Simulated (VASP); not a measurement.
# BN (P6_3/mmc) in VASP: a series of runs

One crystal, BN, is run at these levels: r2SCAN; tasks: relaxation of cell and atoms, vibrations by finite differences.

Program: VASP 6.6.1. These are calculated values, not measurements. Logs are shortened: lines on timing, memory, paths and dates and some standing lists are left out, and cuts for length are marked.

### 1 The crystal as given

It takes space group P6_3/mmc (No. 194, hexagonal). Conventional cell: a = 2.498 Å, b = 2.498 Å, c = 6.636 Å, α = 90.00°, β = 90.00°, γ = 120.00°. B (site symmetry -6m2) is surrounded by 3 N at 1.44 Å. N (site symmetry -6m2) is surrounded by 3 B at 1.44 Å.

### 2 Relaxation of cell and atoms, r2SCAN

Input file INCAR:

```
SYSTEM = BN
PREC = Accurate
ENCUT = 520
EDIFF = 1E-7
ISMEAR = 0
SIGMA = 0.02
LREAL = .FALSE.
LASPH = .TRUE.
NELM = 100
ALGO = Normal
ISIF = 3
LWAVE = .FALSE.
LCHARG = .FALSE.
METAGGA = R2SCAN
LMIXTAU = .TRUE.
IBRION = 2
NSW = 80
EDIFFG = -0.002
KPAR = 4
```

Input file KPOINTS:

```
Automatic mesh
0
G
  15 15 6
  0 0 0
```

Input file POSCAR:

```
BN
1.0
    2.4982400000      0.0000000000      0.0000000000
   -1.2491200000      2.1635393000      0.0000000000
    0.0000000000      0.0000000000      6.6357000000
B N
2 2
Direct
    0.3333333300      0.6666666700      0.2500000000
    0.6666666700      0.3333333300      0.7500000000
    0.3333333300      0.6666666700      0.7500000000
    0.6666666700      0.3333333300      0.2500000000
```

Potentials or basis: VASP PAW PBE potentials, release 64 (B, N).

On the command line:

```sh
cat potpaw_PBE.64/B/POTCAR potpaw_PBE.64/N/POTCAR > POTCAR
mpirun -np 4 vasp_std > vasp.out
```

OUTCAR:

```text
SYSTEM = BN
   PREC = Accurate
   ENCUT = 520
   EDIFF = 1E-7
   ISMEAR = 0
   LREAL = .FALSE.
   LASPH = .TRUE.
   NELM = 100
   ISIF = 3
   METAGGA = R2SCAN
   IBRION = 2
   NSW = 80
   EDIFFG = -0.002

 ion  position               nearest neighbor table
   1  0.333  0.667  0.250-   4 1.44   4 1.44   4 1.44
   2  0.667  0.333  0.750-   3 1.44   3 1.44   3 1.44
   3  0.333  0.667  0.750-   2 1.44   2 1.44   2 1.44
   4  0.667  0.333  0.250-   1 1.44   1 1.44   1 1.44

  LATTYP: Found a hexagonal cell.
 ALAT       =     2.4982400000
 C/A-ratio  =     2.6561499296

  Lattice vectors:

 A1 = (   2.4982400000,   0.0000000000,   0.0000000000)
 A2 = (  -1.2491200000,   2.1635393000,   0.0000000000)
 A3 = (   0.0000000000,   0.0000000000,   6.6357000000)

Analysis of symmetry for initial positions (statically):
=====================================================================
 Subroutine PRICEL returns:
 Original cell was already a primitive cell.

 Routine SETGRP: Setting up the symmetry group for a
 hexagonal supercell.

 Subroutine GETGRP returns: Found 24 space group operations
 (whereof 12 operations were pure point group operations)
 out of a pool of 24 trial point group operations.

The static configuration has the point symmetry D_3d.
 The point group associated with its full space group is D_6h.

Analysis of symmetry for dynamics (positions and initial velocities):
=====================================================================
 Subroutine PRICEL returns:
 Original cell was already a primitive cell.

 Routine SETGRP: Setting up the symmetry group for a
 hexagonal supercell.

 Subroutine GETGRP returns: Found 24 space group operations
 (whereof 12 operations were pure point group operations)
 out of a pool of 24 trial point group operations.

The dynamic configuration has the point symmetry D_3d.
 The point group associated with its full space group is D_6h.

 Subroutine INISYM returns: Found 24 space group operations
 (whereof 12 operations are pure point group operations),
 and found     1 'primitive' translations

----------------------------------------------------------------------------------------

                                     Primitive cell

  volume of cell :      35.8662

  direct lattice vectors                    reciprocal lattice vectors
     2.498240000  0.000000000  0.000000000     0.400281798  0.231102805  0.000000000
    -1.249120000  2.163539300  0.000000000     0.000000000  0.462205609  0.000000000
     0.000000000  0.000000000  6.635700000     0.000000000  0.000000000  0.150700002

  length of vectors
     2.498240000  2.498239996  6.635700000     0.462205608  0.462205609  0.150700002

  position of ions in fractional coordinates (direct lattice)
     0.333333330  0.666666670  0.250000000
     0.666666670  0.333333330  0.750000000
     0.333333330  0.666666670  0.750000000
     0.666666670  0.333333330  0.250000000

  ion indices of the primitive-cell ions
   primitive index   ion index
                 1           1
                 2           2
                 3           3
                 4           4

----------------------------------------------------------------------------------------

 KPOINTS: Automatic mesh

Automatic generation of k-mesh.
 Grid dimensions read from file:
 generate k-points for:   15   15    6

 Generating k-lattice:

  Cartesian coordinates                     Fractional coordinates (reciprocal lattice)
     0.026685453  0.015406854  0.000000000     0.066666667 -0.000000000  0.000000000
     0.000000000  0.030813707  0.000000000     0.000000000  0.066666667  0.000000000
     0.000000000  0.000000000  0.025116667     0.000000000  0.000000000  0.166666667

  Length of vectors
     0.030813707  0.030813707  0.025116667

  Shift w.r.t. Gamma in fractional coordinates (k-lattice)
     0.000000000  0.000000000  0.000000000

 Subroutine IBZKPT returns following result:
 ===========================================

 Found    108 irreducible k-points:

 Following reciprocal coordinates:
            Coordinates               Weight
  0.000000  0.000000  0.000000      1.000000
  0.066667  0.000000  0.000000      6.000000
  0.133333 -0.000000  0.000000      6.000000
  0.200000 -0.000000  0.000000      6.000000
  0.266667 -0.000000  0.000000      6.000000
  0.333333  0.000000  0.000000      6.000000
[... 16 lines left out ...]
  0.333333  0.200000  0.000000     12.000000
  0.400000  0.200000  0.000000      6.000000
 [... further k-points ...]
   k-points           NKPTS =    108   k-points in BZ     NKDIM =    108   number of bands    NBANDS=     12
   number of dos      NEDOS =    301   number of ions     NIONS =      4
   total plane-waves  NPLWV =  20000
   dimension x,y,z NGX =    20 NGY =   20 NGZ =   50
   dimension x,y,z NGXF=    40 NGYF=   40 NGZF=  100
   ions per type =               2   2
   NGX,Y,Z   is equivalent  to a cutoff of  13.31, 13.31, 12.53 a.u.
   NGXF,Y,Z  is equivalent  to a cutoff of  26.62, 26.62, 25.05 a.u.
 SYSTEM =  BN
   PREC   = accura    normal or accurate (medium, high low for compatibility)
   ISTART =      0    job   : 0-new  1-cont  2-samecut
   ICHARG =      2    charge: 1-file 2-atom 10-const
   ISPIN  =      1    spin polarized calculation?
   LNONCOLLINEAR =      F non collinear calculations
   LSORBIT =      F    spin-orbit coupling
   LASPH  =      T    aspherical Exc in radial PAW
   ENCUT  =  520.0 eV  38.22 Ry    6.18 a.u.   4.65  4.65 12.34*2*pi/ulx,y,z
   NELM   =    100;   NELMIN=  2; NELMDL= -5     # of ELM steps
   EDIFF  = 0.1E-06   stopping-criterion for ELM
   LREAL  =      F    real-space projection
   EDIFFG = -.2E-02   stopping-criterion for IOM
   NSW    =     80    number of steps for IOM
   IBRION =      2    ionic relax: 0-MD 1-quasi-New 2-CG
   NFREE  =      1    steps in history (QN), initial steepest desc. (CG)
   ISIF   =      3    stress and relaxation
   ISYM   =      2    0-nonsym 1-usesym 2-fastsym
   POTIM  = 0.5000    time-step for ionic-motion
   TEBEG  =    0.0;   TEEND  =   0.0 temperature during run
   PSTRESS=    0.0 pullay stress
   NELECT =      16.0000    total number of electrons
   NUPDOWN=      -1.0000    fix difference up-down
   EMIN   =  10.00;   EMAX   =-10.00  energy-range for DOS
   EFERMI =   0.00;   METHOD = LEGACY
   ISMEAR =     0;   SIGMA  =   0.02  broadening in eV -4-tet -1-fermi 0-gaus
   EFERMI_NEDOS =   21; number of points for ismear=-14 and -15
   IALGO  =     38    algorithm
   IMIX   =      4    mixing-type and parameters
     AMIX     =   0.40;   BMIX     =  1.00
     AMIX_MAG =   1.60;   BMIX_MAG =  1.00
  volume/ion in A,a.u.               =       8.97        60.51
  Fermi-wavevector in a.u.,A,eV,Ry     =   1.250891  2.363842 21.289433  1.564729
  Thomas-Fermi vector in A             =   2.384864
   LORBIT       =      0    0 simple, 1 ext, 2 COOP (PROOUT), +10 PAW based schemes
   METAGGA = R2SCAN    functional components
   LHFCALC =     F    Hartree Fock is set to
   AEXX    =    0.0000 exact exchange contribution
   IVDW    =     0    specifies the selected vdW correction
   LEPSILON=     F    determine dielectric tensor
   LRPA    =     F    only Hartree local field effects (RPA)
 conjugate gradient relaxation of ions
 non-spin polarized calculation
 Gauss-broadening in eV      SIGMA  =   0.02
  energy-cutoff  :      520.00
  volume of cell :       35.87
 maximum number of plane-waves:       985
 NGX is ok and might be reduce to    20
   NGX =  9   NGY =  9   NGZ = 25

--------------------------------------- Ionic step        1  -------------------------------------------

 number of electron      15.9999997 magnetization

 Free energy of the ion-electron system (eV)
  ---------------------------------------------------
  ext. energy  EPLUGINS =         0.00000000
  ---------------------------------------------------
  free energy    TOTEN  =       -38.59160147 eV

  energy without entropy =      -38.59160147  energy(sigma->0) =      -38.59160147

------------------------ aborting loop because EDIFF is reached ----------------------------------------

  FORCE on cell =-STRESS in cart. coord.  units (eV):
  Direction    XX          YY          ZZ          XY          YZ          ZX
  --------------------------------------------------------------------------------------
  -------------------------------------------------------------------------------------
  Total        0.4357929      0.4357929      0.1548682     -0.0000000     -0.0000000      0.0000000
  in kB       19.4672718     19.4672717      6.9181031     -0.0000000     -0.0000000      0.0000000
  external PRESSURE =      15.2842155 kB  Pullay stress =       0.0000000 kB
[... 213 lines left out ...]
  energy  without entropy=      -38.5937929256  energy(sigma->0) =      -38.59379293

--------------------------------------- Ionic step        7  -------------------------------------------

 number of electron      16.0000000 magnetization

 Free energy of the ion-electron system (eV)
  ---------------------------------------------------
  ext. energy  EPLUGINS =         0.00000000
  ---------------------------------------------------
  free energy    TOTEN  =       -38.59381649 eV

  energy without entropy =      -38.59381649  energy(sigma->0) =      -38.59381649

 E-fermi :   2.0272     XC(G=0): -10.6171

 val. band max:        1.8869421185   @ k =   0.3333   0.2667   0.0000
 cond. band min:       6.8254762770   @ k =   0.4667   0.0667   0.0000
 fundamental gap:      4.9385341585
 Fermi energy:         2.0271748595

 k-point     1 :       0.0000    0.0000    0.0000
  band No.  band energies     occupation
      1     -16.9145      2.00000
      2     -16.6627      2.00000
      3      -4.4327      2.00000
      4      -2.4329      2.00000
      5       0.5212      2.00000
      6       0.5212      2.00000
      7       0.5534      2.00000
      8       0.5534      2.00000
      9       7.3761      0.00000
     10      12.7041      0.00000
     11      14.1933      0.00000
     12      14.1933      0.00000
[... 331 lines left out ...]
 k-point    24 :       0.4000    0.2000    0.0000
  band No.  band energies     occupation
      1     -13.2890      2.00000
      2     -13.2403      2.00000
      3      -6.9146      2.00000
      4      -6.8387      2.00000
      5      -4.2976      2.00000
      6      -4.2309      2.00000
      7       1.0959      2.00000
      8       1.7668      2.00000
      9       7.1447      0.00000
     10       7.8988      0.00000
     11      14.3549      0.00000
     12      14.5263      0.00000

 [... further k-points ...]

------------------------ aborting loop because EDIFF is reached ----------------------------------------

  FORCE on cell =-STRESS in cart. coord.  units (eV):
  Direction    XX          YY          ZZ          XY          YZ          ZX
  --------------------------------------------------------------------------------------
  -------------------------------------------------------------------------------------
  Total        0.0076200      0.0076200      0.0007854      0.0000000      0.0000000      0.0000000
  in kB        0.3327797      0.3327797      0.0343019      0.0000000      0.0000000      0.0000000
  external PRESSURE =       0.2332871 kB  Pullay stress =       0.0000000 kB
[... 19 lines left out ...]
  FREE ENERGIE OF THE ION-ELECTRON SYSTEM (eV)
  ---------------------------------------------------
  free  energy   TOTEN  =       -38.5938164884 eV

  energy  without entropy=      -38.5938164884  energy(sigma->0) =      -38.59381649

 reached required accuracy - stopping structural energy minimisation
```

Run time: 3.5 min. Hardware: 4 MPI ranks of Intel Xeon Platinum 8488C (Sapphire Rapids), shared host; peak memory 0.17 GiB.

What came out:

| Property | Result |
| --- | --- |
| Free energy | -38.5938 eV |
| Relaxed volume | 9.17 Å³/atom |
| Relaxed cell | a = 2.502 Å, b = 2.502 Å, c = 6.765 Å, α = 90.00°, β = 90.00°, γ = 120.00° |
| Space group after relaxing (to 0.05 Å) | P6_3/mmc (No. 194) |
| Energy gained by relaxing | 0.6 meV/atom |
| Ionic steps | 7 |
| Pressure after relaxing | 0.0 GPa |
| Band gap on the k mesh | 4.94 eV, indirect (least direct gap 5.36 eV) |

Step by step:
| step | energy change (eV) | largest force (eV/Å) | pressure (GPa) | volume (Å³) |
| --- | --- | --- | --- | --- |
| 1 | 0.0000 | 0.0000 | 1.53 | 35.87 |
| 2 | 0.0020 | 0.0000 | -2.35 | 36.31 |
| 3 | -0.0008 | 0.0000 | 0.15 | 36.02 |
| 4 | -0.0011 | 0.0000 | 0.14 | 36.08 |
| 5 | -0.0016 | 0.0000 | 0.10 | 36.25 |
| 6 | -0.0022 | 0.0000 | 0.04 | 36.60 |
| 7 | -0.0022 | 0.0000 | 0.02 | 36.69 |

Final structure:
```
B N
1.0
     2.50244    0.00000    0.00000
    -1.25122    2.16717    0.00000
     0.00000    0.00000    6.76472
B N
2 2
Direct
  0.33333 0.66667 0.25000
  0.66667 0.33333 0.75000
  0.33333 0.66667 0.75000
  0.66667 0.33333 0.25000
```

Levels at points of the mesh, in eV from the valence-band top:
```tsv
k point	band 5	band 6	band 7	band 8	band 9	band 10	band 11	band 12
(0.00, 0.00, 0.00)	-1.37	-1.37	-1.33	-1.33	5.49	10.82	12.31	12.31
(0.00, 0.00, 0.50)	-1.35	-1.35	-1.35	-1.35	7.88	7.88	12.36	12.36
```

Caveat: the PAW data sets were made with another functional, which shifts forces and pressure a little; an odd mesh through Γ misses points on the zone boundary, where band edges often lie. r2SCAN opens gaps a little over a GGA but as a rule still falls short of measured ones.

### 3 Relaxation of cell and atoms, r2SCAN

This run uses another cell than the first one, of 9.17 Å³/atom, 1.023 times its volume.

INCAR is that of step 2.

KPOINTS is that of step 2.

Input file POSCAR:

```
BN                                      
1.0
    2.5024372548     -0.0000000000      0.0000000000
   -1.2512186274      2.1671742293     -0.0000000000
    0.0000000000      0.0000000000      6.7647190689
  B               N             
     2     2
Direct
     0.3333333300000021    0.6666666699999979    0.2500000000000000
     0.6666666699999979    0.3333333300000021    0.7500000000000000
     0.3333333300000021    0.6666666699999979    0.7500000000000000
     0.6666666699999979    0.3333333300000021    0.2500000000000000
```

Potentials or basis: VASP PAW PBE potentials, release 64 (B, N).

On the command line:

```sh
cat potpaw_PBE.64/B/POTCAR potpaw_PBE.64/N/POTCAR > POTCAR
mpirun -np 4 vasp_std > vasp.out
```

OUTCAR:

```text
SYSTEM = BN
   PREC = Accurate
   ENCUT = 520
   EDIFF = 1E-7
   ISMEAR = 0
   LREAL = .FALSE.
   LASPH = .TRUE.
   NELM = 100
   ISIF = 3
   METAGGA = R2SCAN
   IBRION = 2
   NSW = 80
   EDIFFG = -0.002

 ion  position               nearest neighbor table
   1  0.333  0.667  0.250-   4 1.44   4 1.44   4 1.44
   2  0.667  0.333  0.750-   3 1.44   3 1.44   3 1.44
   3  0.333  0.667  0.750-   2 1.44   2 1.44   2 1.44
   4  0.667  0.333  0.250-   1 1.44   1 1.44   1 1.44

  LATTYP: Found a hexagonal cell.
 ALAT       =     2.5024372548
 C/A-ratio  =     2.7032522218

  Lattice vectors:

 A1 = (   2.5024372548,   0.0000000000,   0.0000000000)
 A2 = (  -1.2512186274,   2.1671742293,   0.0000000000)
[... 508 lines left out ...]
  band No.  band energies     occupation
      1     -16.9404      2.00000
      2     -16.6959      2.00000
      3      -4.4470      2.00000
      4      -2.4829      2.00000
      5       0.4914      2.00000
      6       0.4914      2.00000
      7       0.5224      2.00000
      8       0.5224      2.00000
      9       7.3213      0.00000
     10      12.6207      0.00000
     11      14.1645      0.00000
     12      14.1645      0.00000
[... 331 lines left out ...]
 k-point    24 :       0.4000    0.2000    0.0000
  band No.  band energies     occupation
      1     -13.3180      2.00000
      2     -13.2711      2.00000
      3      -6.9432      2.00000
      4      -6.8694      2.00000
      5      -4.3265      2.00000
      6      -4.2619      2.00000
      7       1.0746      2.00000
      8       1.7325      2.00000
      9       7.1162      0.00000
     10       7.8570      0.00000
     11      14.3170      0.00000
     12      14.5024      0.00000

 [... further k-points ...]

------------------------ aborting loop because EDIFF is reached ----------------------------------------

  FORCE on cell =-STRESS in cart. coord.  units (eV):
  Direction    XX          YY          ZZ          XY          YZ          ZX
  --------------------------------------------------------------------------------------
  -------------------------------------------------------------------------------------
  Total        0.0043741      0.0043741      0.0044121      0.0000000      0.0000000      0.0000000
  in kB        0.1903091      0.1903091      0.1919639      0.0000000      0.0000000      0.0000000
  external PRESSURE =       0.1908607 kB  Pullay stress =       0.0000000 kB
[... 19 lines left out ...]
  FREE ENERGIE OF THE ION-ELECTRON SYSTEM (eV)
  ---------------------------------------------------
  free  energy   TOTEN  =       -38.5955608578 eV

  energy  without entropy=      -38.5955608578  energy(sigma->0) =      -38.59556086

 reached required accuracy - stopping structural energy minimisation
```

OSZICAR:

```text
N       E                     dE             d eps       ncg     rms          rms(c)
DAV:   1     0.589339474821E+02    0.58934E+02   -0.85196E+03  2600   0.126E+03
DAV:   2    -0.421687051489E+02   -0.10110E+03   -0.91248E+02  3832   0.271E+02
DAV:   3    -0.466577747899E+02   -0.44891E+01   -0.44596E+01  3312   0.602E+01
[... 119 lines left out ...]
DAV:   8    -0.385955608789E+02   -0.65327E-06   -0.73405E-10  1304   0.293E-04    0.381E-05
DAV:   9    -0.385955606973E+02    0.18163E-06   -0.19570E-10  1296   0.164E-04    0.178E-05
DAV:  10    -0.385955609504E+02   -0.25311E-06   -0.83774E-11  1296   0.108E-04    0.352E-06
DAV:  11    -0.385955607913E+02    0.15904E-06   -0.80870E-12  1296   0.325E-05    0.250E-06
DAV:  12    -0.385955608578E+02   -0.66480E-07   -0.60720E-12  1296   0.271E-05
   9 F= -.38595561E+02 E0= -.38595561E+02  d E =-.628155E-05
```

CONTCAR:

```text
BN
   1.00000000000000
     2.5025138742418069   -0.0000000000000000   -0.0000000000000000
    -1.2512569371209035    2.1672405836825992    0.0000000000000000
    -0.0000000000000000   -0.0000000000000000    6.7897983178218899
  B               N
     2     2
Direct
     0.3333333300000021    0.6666666699999979    0.2500000000000000
     0.6666666699999979    0.3333333300000021    0.7500000000000000
     0.3333333300000021    0.6666666699999979    0.7500000000000000
     0.6666666699999979    0.3333333300000021    0.2500000000000000

  0.00000000E+00  0.00000000E+00  0.00000000E+00
  0.00000000E+00  0.00000000E+00  0.00000000E+00
  0.00000000E+00  0.00000000E+00  0.00000000E+00
  0.00000000E+00  0.00000000E+00  0.00000000E+00
```

Wall time 4 min (4 MPI ranks of Intel Xeon Platinum 8488C (Sapphire Rapids), shared host); peak memory 0.17 GiB.

Results:

```
Free energy                            : -38.5956 eV
Relaxed volume                         : 9.21 Å³/atom
Relaxed cell                           : a = 2.503 Å, b = 2.503 Å, c = 6.790 Å, α = 90.00°, β = 90.00°, γ = 120.00°
Space group after relaxing (to 0.05 Å) : P6_3/mmc (No. 194)
Energy gained by relaxing              : 0.0 meV/atom
Ionic steps                            : 9
Pressure after relaxing                : 0.0 GPa
Band gap on the k mesh                 : 4.95 eV, indirect (least direct gap 5.36 eV)
```

Final structure:
```xyz
4
Lattice="2.5025 0.0000 0.0000 -1.2513 2.1672 0.0000 0.0000 0.0000 6.7898" Properties=species:S:1:pos:R:3 pbc="T T T"
B     0.0000    1.4448    1.6975
B     1.2513    0.7224    5.0923
N     0.0000    1.4448    5.0923
N     1.2513    0.7224    1.6975
```

Levels at points of the mesh, in eV from the valence-band top:
```csv
k point,band 5,band 6,band 7,band 8,band 9,band 10,band 11,band 12
"(0.00, 0.00, 0.00)",-1.36,-1.36,-1.33,-1.33,5.47,10.77,12.31,12.31
"(0.00, 0.00, 0.50)",-1.35,-1.35,-1.35,-1.35,7.84,7.84,12.36,12.36
```

Caveat: the PAW data sets were made with another functional, which shifts forces and pressure a little; an odd mesh through Γ misses points on the zone boundary, where band edges often lie. r2SCAN opens gaps a little over a GGA but as a rule still falls short of measured ones.

[end of part 1 of 2]
